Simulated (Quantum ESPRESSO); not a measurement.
## KBr in Quantum ESPRESSO: the effect of target pressure

Crystal: KBr.

```
Br K
1.0
     0.00000    3.30000    3.30000
     3.30000    0.00000    3.30000
     3.30000    3.30000    0.00000
Br K
1 1
Direct
  0.50000 0.50000 0.50000
  0.00000 0.00000 0.00000
```

Alike in all runs:

```yaml
Program: Quantum ESPRESSO 7.5
Task: phonons
Functional: PBE
Potentials_or_basis: PseudoDojo 0.4.1 SR PBE standard
Cutoff: 1007 eV
Density_cutoff: 4027 eV
k_mesh: 4 × 4 × 4, shifted
Occupations: fermi-dirac, width 0.05 eV
Spin: no spin polarisation
```

Each run relaxes the cell or the atoms first.

| target pressure | relaxed volume (Å³/atom) | dielectric constant (mean) | highest phonon frequency (cm⁻¹) |
| --- | --- | --- | --- |
| 0 GPa | 37.64 | 2.50 | 100 |
| 2 GPa | 33.63 | 2.63 | 130 |
| 5 GPa | ? | ? | ? |
| 10 GPa | 27.00 | 2.95 | 196 |
| 15 GPa | 24.94 | 3.09 | 223 |

What does the run with target pressure 5 GPa give?

Relaxed volume 30.25 Å³/atom; dielectric constant 2.77 mean; highest phonon frequency 161 cm⁻¹.

Worked out: In Murnaghan's law V^(-B') rises as a straight line in P. The other rows fit best with B' = 4.1, V0 = 37.67 Å³/atom and B0 = 14 GPa, which gives 30.22 Å³/atom at 5 GPa, against the run's 30.25. A parabola through the other rows of the dielectric constant, of slope 0.0448  per GPa there, gives 2.76 , against the run's 2.77. A parabola through the other rows of the highest phonon frequency, of slope 9.54 cm⁻¹ per GPa there, gives 158 cm⁻¹, against the run's 161.

Caveats: the volume moved by over 15 % at a fixed basis, so the end points are rough (some runs); the cell is more than 3 GPa from zero pressure, which shifts response properties (some runs).
